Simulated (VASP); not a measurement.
Crystal: MnS.

```xyz
4
Lattice="-1.8300 -1.0565 5.9418 1.8300 -1.0565 5.9418 0.0000 2.1131 5.9418" Properties=species:S:1:pos:R:3 pbc="T T T"
Mn    0.0000    0.0000    0.0000
Mn    0.0000    0.0000    8.9128
S     0.0000    0.0000    4.4564
S     0.0000    0.0000   13.3691
```

The cell is a database's computed one.

Base run:

* Program: VASP 6.6.1
* Functional: PBEsol
* Potentials or basis: VASP PAW PBE potentials, release 64 (Mn_pv, S)
* Cutoff: 520 eV
* k mesh: 9 × 9 × 9
* Occupations: fermi-dirac, width 0.05 eV
* Spin: collinear spin, antiferromagnetic start
* Starting moments: [4.0, -4.0, 0.0, 0.0] μB
* Hubbard terms: Mn d U = 2 eV

Its results: band gap on the k mesh 1.54 eV; pressure -1.9 GPa; net moment 0.00 μB per cell; site moments Mn +4.35, -4.35; S +0.00 μB.

Q: The run is repeated on the same cell with these changes: hubbard terms from Mn d U = 2 eV to none. What comes out?

A: Band gap on the k mesh 0.72 eV; pressure -5.7 GPa; net moment 0.00 μB per cell; site moments Mn +4.15, -4.15; S +0.00 μB.

The U term pushes filled and empty states of the shell apart.

Caveats: the PAW data sets were made with another functional, which shifts forces and pressure a little; an odd mesh through Γ misses points on the zone boundary, where band edges often lie.

Not every run made on this cell is shown here.
